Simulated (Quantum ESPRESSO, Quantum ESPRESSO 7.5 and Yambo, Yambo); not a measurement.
# Quasiparticle gap of CdTe (F-43m) in Yambo

Wanted: ground state, empty states, screening and self-energy for CdTe (F-43m).

Program: Quantum ESPRESSO 7.5 and Yambo 5.3.0. Level of theory: PBE and many-body steps on it, plane waves. Results are calculated unless marked as measured.

The database entry behind the starting cell differs from later determinations by our own check (an axis about 1.1 % short against later determinations), so it need not match the best structure at ambient conditions.

**1. The starting structure**

It takes space group F-43m (No. 216, cubic). Conventional cell: a = 6.410 Å, b = 6.410 Å, c = 6.410 Å, α = 90.00°, β = 90.00°, γ = 90.00°. Nearest to Cd lie 4 Te at 2.78 Å. Nearest to Te lie 4 Cd at 2.78 Å. Farther neighbours and most contacts between anions are not listed.

The cell and positions come from the Crystallography Open Database and are kept as given unless a step says otherwise. Spin-orbit coupling is left out unless a step names it.

**2. Ground state**

This step: Quantum ESPRESSO 7.5; DFT, PBE, plane waves, norm-conserving pseudopotentials.

The ground-state density comes first.

The input, pw.in:

```
&control
  calculation = 'scf'
  prefix = 'x'
  outdir = 'o'
  pseudo_dir = 'pseudo'
/
&system
  ibrav = 0
  nat = 2
  ntyp = 2
  ecutwfc = 94.0
  nbnd = 27
  force_symmorphic = .true.
/
&electrons
  conv_thr = 1e-10
  electron_maxstep = 80
  mixing_beta = 0.5
/
ATOMIC_SPECIES
  Cd 112.41 Cd.upf
  Te 127.6 Te.upf
CELL_PARAMETERS angstrom
  -0.0000000000 3.2050000000 3.2050000000
  3.2050000000 -0.0000000000 3.2050000000
  3.2050000000 3.2050000000 -0.0000000000
ATOMIC_POSITIONS crystal
  Cd 0.0000000000 0.0000000000 0.0000000000
  Te 0.2500000000 0.2500000000 0.2500000000
K_POINTS automatic
  6 6 6 0 0 0
```

The run is started by

```console
$ OMP_NUM_THREADS=1 mpirun -n 4 pw.x -nk 4 -in pw.in > pw.out
```

What it wrote:

```text
Program PWSCF v.7.5 starts

     This program is part of the open-source Quantum ESPRESSO suite
     for quantum simulation of materials; please cite
         "P. Giannozzi et al., J. Phys.:Condens. Matter 21 395502 (2009);
         "P. Giannozzi et al., J. Phys.:Condens. Matter 29 465901 (2017);
         "P. Giannozzi et al., J. Chem. Phys. 152 154105 (2020);
     in publications or presentations arising from this work. More details at
     Message from routine setup:
     using ibrav=0 with symmetry is DISCOURAGED, use correct ibrav instead

     G-vector sticks info

     bravais-lattice index     =            0
     lattice parameter (alat)  =       8.5653  a.u.
     unit-cell volume          =     444.3352 (a.u.)^3
     number of atoms/cell      =            2
     number of atomic types    =            2
     number of electrons       =        44.00
     number of Kohn-Sham states=           27
     kinetic-energy cutoff     =      94.0000  Ry
     charge density cutoff     =     376.0000  Ry
     scf convergence threshold =      1.0E-10
     mixing beta               =       0.5000
     number of iterations used =            8  plain     mixing
     Exchange-correlation= PBE
                           (   1   4   3   4   0   0   0)

     celldm(1)=   8.565287  celldm(2)=   0.000000  celldm(3)=   0.000000
     celldm(4)=   0.000000  celldm(5)=   0.000000  celldm(6)=   0.000000

     crystal axes: (cart. coord. in units of alat)
               a(1) = (  -0.000000   0.707107   0.707107 )
               a(2) = (   0.707107  -0.000000   0.707107 )
               a(3) = (   0.707107   0.707107  -0.000000 )

     reciprocal axes: (cart. coord. in units 2 pi/alat)
               b(1) = ( -0.707107  0.707107  0.707107 )
               b(2) = (  0.707107 -0.707107  0.707107 )
               b(3) = (  0.707107  0.707107 -0.707107 )
     Pseudo is Norm-conserving + core correction, Zval = 20.0
     Generated using ONCVPSP code by D. R. Hamann
     Using radial grid of 1368 points,  6 beta functions with:
     Pseudo is Norm-conserving + core correction, Zval = 24.0
     Generated using ONCVPSP code by D. R. Hamann
     Using radial grid of 1294 points,  8 beta functions with:
     Cd               20.00   112.41000     Cd( 1.00)
     Te               24.00   127.60000     Te( 1.00)

     24 Sym. Ops. (no inversion) found

   Cartesian axes

     site n.     atom                  positions (alat units)
         1        Cd     tau(   1) = (   0.0000000   0.0000000   0.0000000  )
         2        Te     tau(   2) = (   0.3535534   0.3535534   0.3535534  )

     number of k points=    16
                       cart. coord. in units 2pi/alat
        k(    1) = (   0.0000000   0.0000000   0.0000000), wk =   0.0092593
        k(    2) = (   0.1178511   0.1178511  -0.1178511), wk =   0.0740741
        k(    3) = (   0.2357023   0.2357023  -0.2357023), wk =   0.0740741
        k(    4) = (  -0.3535534  -0.3535534   0.3535534), wk =   0.0370370
        k(    5) = (   0.2357023   0.0000000  -0.0000000), wk =   0.0555556
        k(    6) = (   0.3535534   0.1178511  -0.1178511), wk =   0.2222222
        k(    7) = (  -0.2357023  -0.4714045   0.4714045), wk =   0.2222222
        k(    8) = (  -0.1178511  -0.3535534   0.3535534), wk =   0.2222222
        k(    9) = (   0.0000000  -0.2357023   0.2357023), wk =   0.1111111
        k(   10) = (   0.4714045   0.0000000  -0.0000000), wk =   0.0555556
     [... 4 further rows ...]
        k(   15) = (  -0.1178511  -0.3535534   0.5892557), wk =   0.2222222
        k(   16) = (  -0.7071068   0.2357023   0.0000000), wk =   0.1111111

     Dense  grid:    54769 G-vectors     FFT dimensions: (  54,  54,  54)

     Initial potential from superposition of free atoms

     starting charge      43.9996, renormalised to      44.0000
     Starting wfcs are   23 randomized atomic wfcs +    4 random wfcs

     per-process dynamical memory:    46.9 Mb

     Self-consistent Calculation

     iteration #  1     ecut=    94.00 Ry     beta= 0.50

     Threshold (ethr) on eigenvalues was too large:
     Diagonalizing with lowered threshold

     total energy              =    -911.70974176 Ry
     estimated scf accuracy    <       0.05366683 Ry

     iteration #  2     ecut=    94.00 Ry     beta= 0.50

     total energy              =    -911.72225885 Ry
     estimated scf accuracy    <       0.00635684 Ry

     iteration #  3     ecut=    94.00 Ry     beta= 0.50

     total energy              =    -911.72317773 Ry
     estimated scf accuracy    <       0.00077282 Ry

     iteration #  4     ecut=    94.00 Ry     beta= 0.50

     total energy              =    -911.72324100 Ry
     estimated scf accuracy    <       0.00003868 Ry

     iteration #  5     ecut=    94.00 Ry     beta= 0.50

     total energy              =    -911.72324692 Ry
     estimated scf accuracy    <       0.00000210 Ry

     iteration #  6     ecut=    94.00 Ry     beta= 0.50

     total energy              =    -911.72324753 Ry
     estimated scf accuracy    <       0.00000019 Ry

     iteration #  7     ecut=    94.00 Ry     beta= 0.50

     total energy              =    -911.72324758 Ry
     estimated scf accuracy    <       0.00000004 Ry

     iteration #  8     ecut=    94.00 Ry     beta= 0.50

     total energy              =    -911.72324759 Ry
     estimated scf accuracy    <          1.3E-09 Ry

     iteration #  9     ecut=    94.00 Ry     beta= 0.50

     End of self-consistent calculation

          k = 0.0000 0.0000 0.0000 (  6855 PWs)   bands (ev):

  -150.0291-100.0567-100.0567-100.0567 -93.4912 -54.5465 -54.5465 -54.5465
   -27.3358 -27.3358 -27.3358 -27.3269 -27.3269  -2.6007   0.3688   0.3688
     0.3688   0.6540   0.6540   8.7674   8.7674   8.7674   9.6374  13.3640
    13.3640  13.3640  16.2716

          k = 0.1179 0.1179-0.1179 (  6825 PWs)   bands (ev):

  -150.0291-100.0567-100.0567-100.0567 -93.4912 -54.5465 -54.5464 -54.5464
   -27.3358 -27.3357 -27.3357 -27.3267 -27.3267  -2.4931   0.3894   0.3894
     0.4553   0.6527   0.6527   6.9900   8.5239   8.5239  10.7061  13.5184
    13.7176  13.7176  17.3177

          k = 0.2357 0.2357-0.2357 (  6814 PWs)   bands (ev):

  -150.0291-100.0567-100.0567-100.0567 -93.4912 -54.5465 -54.5464 -54.5464
   -27.3359 -27.3356 -27.3356 -27.3266 -27.3266  -2.2777   0.4247   0.4247
     0.6571   0.6571   0.7547   5.0584   8.1193   8.1193  10.7398  14.0060
    14.0060  15.1200  16.8427

          k =-0.3536-0.3536 0.3536 (  6850 PWs)   bands (ev):

     [... further k-points ...]

     highest occupied, lowest unoccupied level (ev):     8.7674    9.6374

!    total energy              =    -911.72324759 Ry
     estimated scf accuracy    <          4.0E-11 Ry

     The total energy is the sum of the following terms:
     one-electron contribution =    -695.46529858 Ry
     hartree contribution      =     337.55205627 Ry
     xc contribution           =    -120.83540208 Ry
     ewald contribution        =    -432.97460320 Ry

     convergence has been achieved in   9 iterations

     XML data file, charge density, pseudopotentials, collected wavefunctions

=------------------------------------------------------------------------------=
   JOB DONE.
=------------------------------------------------------------------------------=
```

It took 18 s on 4 MPI ranks of Arm Neoverse V1, shared host; peak memory 0.38 GiB.

This step gave:

| Quantity | Value |
| --- | --- |
| total energy | -12404.6267 eV |
| gap | 0.8701 eV |
| k of the valence top | 0, 0, 0 |
| k of the conduction bottom | 0, 0, 0 |
| least direct gap | 0.8701 eV |

The gap is direct, at Γ.

**3. Bands along the symmetry lines**

Levels along a band path, at the cheap level, show where the edges lie and whether the meshes to come will hold them.

The input, pw.in:

```
&control
  calculation = 'bands'
  prefix = 'x'
  outdir = 'o'
  pseudo_dir = 'pseudo'
/
&system
  ibrav = 0
  nat = 2
  ntyp = 2
  ecutwfc = 94.0
  nbnd = 28
  force_symmorphic = .true.
/
&electrons
  conv_thr = 1e-9
  electron_maxstep = 80
  diago_full_acc = .true.
  diago_thr_init = 5e-6
/
ATOMIC_SPECIES
  Cd 112.41 Cd.upf
  Te 127.6 Te.upf
CELL_PARAMETERS angstrom
  -0.0000000000 3.2050000000 3.2050000000
  3.2050000000 -0.0000000000 3.2050000000
  3.2050000000 3.2050000000 -0.0000000000
ATOMIC_POSITIONS crystal
  Cd 0.0000000000 0.0000000000 0.0000000000
  Te 0.2500000000 0.2500000000 0.2500000000
K_POINTS crystal
  50
  0.00000000 0.00000000 0.00000000 1
  -0.06250000 -0.06250000 0.00000000 1
  -0.12500000 -0.12500000 0.00000000 1
  -0.18750000 -0.18750000 0.00000000 1
  -0.25000000 -0.25000000 0.00000000 1
  -0.31250000 -0.31250000 0.00000000 1
  -0.37500000 -0.37500000 0.00000000 1
  -0.43750000 -0.43750000 0.00000000 1
  -0.50000000 -0.50000000 0.00000000 1
  -0.48437500 -0.48437500 0.03125000 1
  -0.46875000 -0.46875000 0.06250000 1
  -0.45312500 -0.45312500 0.09375000 1
  -0.43750000 -0.43750000 0.12500000 1
  -0.42187500 -0.42187500 0.15625000 1
  -0.40625000 -0.40625000 0.18750000 1
  -0.39062500 -0.39062500 0.21875000 1
  -0.37500000 -0.37500000 0.25000000 1
  -0.37500000 0.00000000 0.37500000 1
  -0.32812500 0.00000000 0.32812500 1
  -0.28125000 0.00000000 0.28125000 1
  -0.23437500 0.00000000 0.23437500 1
  -0.18750000 0.00000000 0.18750000 1
  -0.14062500 0.00000000 0.14062500 1
  -0.09375000 0.00000000 0.09375000 1
  -0.04687500 0.00000000 0.04687500 1
  0.00000000 0.00000000 0.00000000 1
  0.00000000 0.00000000 0.06250000 1
  0.00000000 0.00000000 0.12500000 1
  0.00000000 0.00000000 0.18750000 1
  0.00000000 0.00000000 0.25000000 1
  0.00000000 0.00000000 0.31250000 1
  0.00000000 0.00000000 0.37500000 1
  0.00000000 0.00000000 0.43750000 1
  0.00000000 0.00000000 0.50000000 1
  -0.06250000 -0.03125000 0.46875000 1
  -0.12500000 -0.06250000 0.43750000 1
  -0.18750000 -0.09375000 0.40625000 1
  -0.25000000 -0.12500000 0.37500000 1
  -0.31250000 -0.15625000 0.34375000 1
  -0.37500000 -0.18750000 0.31250000 1
  -0.43750000 -0.21875000 0.28125000 1
  -0.50000000 -0.25000000 0.25000000 1
  -0.50000000 -0.28125000 0.21875000 1
  -0.50000000 -0.31250000 0.18750000 1
  -0.50000000 -0.34375000 0.15625000 1
  -0.50000000 -0.37500000 0.12500000 1
  -0.50000000 -0.40625000 0.09375000 1
  -0.50000000 -0.43750000 0.06250000 1
  -0.50000000 -0.46875000 0.03125000 1
  -0.50000000 -0.50000000 0.00000000 1
```

What it wrote:

```text
[banner, memory and clock lines left out]
Program PWSCF v.7.5 starts

     Atomic positions and unit cell read from directory:
     o/x.save/

     Message from routine setup:
     using ibrav=0 with symmetry is DISCOURAGED, use correct ibrav instead

     G-vector sticks info

     bravais-lattice index     =            0
     lattice parameter (alat)  =       8.5653  a.u.
     unit-cell volume          =     444.3352 (a.u.)^3
     number of atoms/cell      =            2
     number of atomic types    =            2
     number of electrons       =        44.00
     number of Kohn-Sham states=           28
     kinetic-energy cutoff     =      94.0000  Ry
     charge density cutoff     =     376.0000  Ry
     Exchange-correlation= PBE
                           (   1   4   3   4   0   0   0)

     celldm(1)=   8.565287  celldm(2)=   0.000000  celldm(3)=   0.000000
     celldm(4)=   0.000000  celldm(5)=   0.000000  celldm(6)=   0.000000

     crystal axes: (cart. coord. in units of alat)
               a(1) = (  -0.000000   0.707107   0.707107 )
               a(2) = (   0.707107  -0.000000   0.707107 )
               a(3) = (   0.707107   0.707107  -0.000000 )

     reciprocal axes: (cart. coord. in units 2 pi/alat)
               b(1) = ( -0.707107  0.707107  0.707107 )
               b(2) = (  0.707107 -0.707107  0.707107 )
               b(3) = (  0.707107  0.707107 -0.707107 )
     Pseudo is Norm-conserving + core correction, Zval = 20.0
     Generated using ONCVPSP code by D. R. Hamann
     Using radial grid of 1368 points,  6 beta functions with:
     Pseudo is Norm-conserving + core correction, Zval = 24.0
     Generated using ONCVPSP code by D. R. Hamann
     Using radial grid of 1294 points,  8 beta functions with:
     Cd               20.00   112.41000     Cd( 1.00)
     Te               24.00   127.60000     Te( 1.00)

     24 Sym. Ops. (no inversion) found

   Cartesian axes

     site n.     atom                  positions (alat units)
         1        Cd     tau(   1) = (   0.0000000   0.0000000   0.0000000  )
         2        Te     tau(   2) = (   0.3535534   0.3535534   0.3535534  )

     number of k points=    50
                       cart. coord. in units 2pi/alat
        k(    1) = (   0.0000000   0.0000000   0.0000000), wk =   0.0400000
        k(    2) = (   0.0000000   0.0000000  -0.0883883), wk =   0.0400000
        k(    3) = (   0.0000000   0.0000000  -0.1767767), wk =   0.0400000
[...]
[... 38 further rows ...]
        k(   49) = (   0.0441942  -0.0000000  -0.7071068), wk =   0.0400000
        k(   50) = (   0.0000000   0.0000000  -0.7071068), wk =   0.0400000

     Dense  grid:    54769 G-vectors     FFT dimensions: (  54,  54,  54)

     The potential is recalculated from file :
     o/x.save/charge-density

     Starting wfcs are   23 randomized atomic wfcs +    5 random wfcs

     Band Structure Calculation

     End of band structure calculation

          k = 0.0000 0.0000 0.0000 (  6855 PWs)   bands (ev):

  -150.0291-100.0567-100.0567-100.0567 -93.4913 -54.5465 -54.5465 -54.5465
   -27.3358 -27.3358 -27.3358 -27.3268 -27.3268  -2.6007   0.3688   0.3688
     0.3688   0.6540   0.6540   8.7674   8.7674   8.7674   9.6374  13.3640
    13.3640  13.3640  16.2717  18.3045

          k = 0.0000 0.0000-0.0884 (  6831 PWs)   bands (ev):

  -150.0291-100.0567-100.0567-100.0567 -93.4913 -54.5465 -54.5465 -54.5465
   -27.3358 -27.3357 -27.3357 -27.3268 -27.3268  -2.5790   0.3750   0.3750
[...]
13.5251  13.5251  16.5742  17.4804

          k = 0.0000 0.0000-0.1768 (  6839 PWs)   bands (ev):

  -150.0291-100.0567-100.0567-100.0567 -93.4913 -54.5465 -54.5465 -54.5465
[...]
13.9615  13.9616  16.4498  17.4212

          k =-0.0000 0.0000-0.2652 (  6843 PWs)   bands (ev):

[...]
k = 0.0000 0.0000-0.3536 (  6843 PWs)   bands (ev):

[...]
k = 0.0000-0.0000-0.4419 (  6855 PWs)   bands (ev):

[...]
k =-0.0000 0.0000-0.5303 (  6866 PWs)   bands (ev):

[...]
k = 0.0000-0.0000-0.6187 (  6842 PWs)   bands (ev):

[...]
k = 0.5303-0.0000-0.5303 (  6861 PWs)   bands (ev):

[...]
k = 0.0000 0.0000 0.0000 (  6855 PWs)   bands (ev):

[...]
k = 0.1326 0.0000-0.7071 (  6852 PWs)   bands (ev):

[...]
k = 0.0884-0.0000-0.7071 (  6854 PWs)   bands (ev):

[...]
k = 0.0442-0.0000-0.7071 (  6836 PWs)   bands (ev):

  -150.0291-100.0567-100.0567-100.0567 -93.4913 -54.5466 -54.5466 -54.5466
[...]
17.6036  17.9036  18.1774  19.8078

          k = 0.0000 0.0000-0.7071 (  6838 PWs)   bands (ev):

  -150.0291-100.0567-100.0567-100.0567 -93.4913 -54.5466 -54.5466 -54.5466
   -27.3365 -27.3352 -27.3352 -27.3269 -27.3262  -2.0420   0.5337   0.5502
     0.5502   0.6871   1.1836   4.3052   6.7924   6.7924  11.3093  11.4393
    17.7737  18.0815  18.0815  19.7585

     XML data file, pseudopotentials, collected wavefunctions
```

It took 14 s on 4 MPI ranks; peak memory 0.31 GiB.

This step gave:

```yaml
gap: 0.8701 eV
k_of_the_valence_top: 0, 0, 0
k_of_the_conduction_bottom: 0, 0, 0
least_direct_gap: 0.8701 eV
```

The gap is 0.870 eV, as in the run before at this level.

Electronic bands along the path, in eV, zero at the top of the highest filled band:

```
    point  band 19  band 20  band 21  band 22  band 23  band 24  band 25  band 26
        Γ    -8.11     0.00     0.00     0.00     0.87     4.60     4.60     4.60
  halfway    -8.09    -2.72    -1.15    -1.15     2.98     3.34     6.55     6.55
        X    -7.58    -4.46    -1.98    -1.98     2.54     2.67     9.01     9.31
  halfway    -7.56    -4.43    -2.28    -1.89     2.67     3.24     8.22     8.61
        U    -7.53    -4.36    -2.70    -1.64     2.88     4.57     7.42     7.55
jump to K    -7.53    -4.36    -2.70    -1.64     2.88     4.57     7.42     7.55
  halfway    -8.05    -3.10    -1.58    -0.48     2.92     4.92     5.33     5.45
        Γ    -8.11     0.00     0.00     0.00     0.87     4.60     4.60     4.60
  halfway    -8.11    -2.81    -0.46    -0.46     2.05     5.17     5.17     5.43
        L    -7.73    -4.61    -0.82    -0.82     1.86     5.20     5.20     7.09
  halfway    -7.63    -4.40    -2.17    -1.34     3.31     4.57     6.04     7.29
        W    -7.49    -4.34    -2.45    -2.33     4.37     4.68     5.61     6.30
  halfway    -7.54    -4.40    -2.22    -2.16     3.27     3.35     7.56     7.65
        X    -7.58    -4.46    -1.98    -1.98     2.54     2.67     9.01     9.31
```

The electronic bands as a text plot (rows in eV, shown from -8.0 to 6.9 only):

```
    6.5 |     ++           +                   +         ++++
    5.9 |    +              ++++             ++      ++++  +
    5.3 |  ++              ++++++++++      ++++++++++    ++
    4.7 |++               +     ++++++++++++        ++++++++
    4.1 |  ++            +                              +++++
    3.4 |    +++++     ++   ++++                      ++     +
    2.8 |    +++++++++++++++    +++                  +        +++
    2.2 |  ++                      ++      +++++  +++
    1.6 | +                          +   ++     ++
    1.0 |+                            +++
    0.4 |
   -0.3 |****                   *************
   -0.9 |    ***            **** **  *       *********
   -1.5 |  **   ***      ***    *  **    **         ****
   -2.1 |    *     ******     ** **        *          * *********
   -2.7 |     **         *****              *          *****
   -3.4 |       **              *            **
   -4.0 |         *        *****               *
   -4.6 |          ********                     *****************
   -5.2 |
   -5.8 |
   -6.5 |
   -7.1 |
   -7.7 |       ****************               ******************
         Γ           X  U|K            Γ         L        W     X
```

(Part 1 of 3 ends here.)

[Paths, hosts, dates, memory and timing lines, banners, echoed tables and standing remarks are left out of the program output.]

[Logs are printed without paths, hosts, clocks, repeated set-up lines and the standing remarks that a program may print on its own settings, such as how far it seeks lower states.]

[Runs of the session that timed out or met a known fault of the program may be left out.]

[Hosts, paths, dates, database ids (printed as entryN), source tags and the programs' standing remarks are cut or masked in the printed files.]
